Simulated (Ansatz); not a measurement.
# Si: from a guess to a relaxed structure

The task: take a trial cell of Si to zero force and stress.

Program: Ansatz 0.2.0. Level of theory: DFT PBE, scalar-relativistic, plane waves, PAW. These are calculated values, not measurements.

### 1 Starting point

Symmetry: Cmme, No. 67, orthorhombic system. The conventional cell has a = 6.165 Å, b = 7.564 Å, c = 4.401 Å, α = 90.00°, β = 90.00°, γ = 90.00°. Si (site symmetry m) is surrounded by 4 Si at 2.20 to 2.30 Å. Si (site symmetry 222) is surrounded by 4 Si at 2.20 Å.

Structure file:

```cif
data_structure
_symmetry_space_group_name_H-M 'Cmme'
_symmetry_Int_Tables_number 67
_cell_length_a 6.1646
_cell_length_b 7.5644
_cell_length_c 4.4012
_cell_angle_alpha 90.000
_cell_angle_beta 90.000
_cell_angle_gamma 90.000
_cell_volume 205.24
loop_
_atom_site_label
_atom_site_type_symbol
_atom_site_symmetry_multiplicity
_atom_site_Wyckoff_symbol
_atom_site_fract_x
_atom_site_fract_y
_atom_site_fract_z
_atom_site_occupancy
Si1 Si 8 m 0.50000 0.89600 0.31018 1
Si2 Si 4 a 0.75000 0.00000 0.00000 1
```

Recipe of the guess: 4-connected net of one element (Cmme, No. 67). Lengths come from tabulated atomic sizes and are only a guess.

### 2 Probe: one point on a coarse mesh

The input, input.yaml:

```yaml
crystal:
  lattice:
    - [3.08228668, -3.78221647, 0.0]
    - [3.08228668, 3.78221647, 0.0]
    - [0.0, 0.0, 4.40122366]
  atoms:
    - { symbol: Si, position: [0.60399741, 0.39600259, 0.31018494] }
    - { symbol: Si, position: [0.89600259, 0.10399741, 0.31018494] }
    - { symbol: Si, position: [0.39600259, 0.60399741, 0.68981506] }
    - { symbol: Si, position: [0.10399741, 0.89600259, 0.68981506] }
    - { symbol: Si, position: [0.75, 0.75, 0.0] }
    - { symbol: Si, position: [0.25, 0.25, 0.0] }
basis:
  ecutwfc: 420
kpoints:
  mp_grid: { grid: [4, 4, 4] }
hamiltonian:
  xc: pbe
scf:
  occupations: { method: gaussian, width: 0.1 }
  lower_state_search: "off"
output:
  forces: true
  stress: true
  eigenvalues: true
```

Run with:

```bash
ansatz run input.yaml --threads 1 --pin off --max-ram 2560MiB --backend cpu --events-out ev --progress --plain --runs-dir out
```

The log of the run (excerpt; [...] marks lines left out):

```text
Warning: RAYON_NUM_THREADS=1 ignored (pool sized by the plan → 1); use --threads N
[...]
Pseudopotentials: kind: paw
Pseudopotential: Si, paw, valence charge 4, recommended cutoff 420 eV (normal), Si.paw.azcp
Functional definition: PBE
[...]
Crystal: 6 atoms, lattice volume = 102.618 Å³
Basis set: ecut = 420 eV, 2009 PW (Γ), exchange–correlation on 72×72×60 points (8 copies of the dense FFT grid, shifted against one another)
Bands: 18, of which v1, the nominal top of the filled ones, is band 12 counted from 1 (11 counted from 0)
Symmetry: 8 space group operations
Space group: Cmme (ITA 67), of the structure as read, at distance tolerance 4.7e-5 Å
k-points: 21 of 64
[...]
--- Forces (eV/Å), atoms counted from 1 ---
  atom   1  Si    -0.00000000    -0.51217474     1.35531333
  atom   2  Si    -0.00000000     0.51217474     1.35531333
  atom   3  Si     0.00000000     0.51217474    -1.35531333
  atom   4  Si     0.00000000    -0.51217474    -1.35531333
  atom   5  Si    -0.00000000     0.00000000    -0.00000000
  atom   6  Si     0.00000000    -0.00000000     0.00000000
[...]
--- Stress (GPa, compression-positive) ---
       33.692100       0.000000      -0.000000
        0.000000      24.849939       0.000000
       -0.000000       0.000000      20.986940
  P = ⅓ Tr σ = 26.5097 GPa (265.097 kbar)
--- Band table (eV; the first three rows and the last of 21) ---
  k-point 0: bands = ["-5.4806", "-1.1689", "-0.3445", "0.0043", "1.7999", "4.0523", "4.0951", "4.1011", "4.1057", "5.2113", "5.9194", "6.8926", "8.0701", "9.4549", "9.5596", "10.8621", "11.9002", "12.0108"]
[...]
```

It took 6.2 s on 1 thread of Intel Xeon at 2.50GHz (Skylake/Cascade Lake), shared host; peak memory 0.35 GiB.

The probe gives pressure 26.5 GPa, largest force 1.45 eV/Å, gap on this mesh none (metal). A guess like this is first relaxed loosely on the coarse mesh.

[end of part 1 of 3]
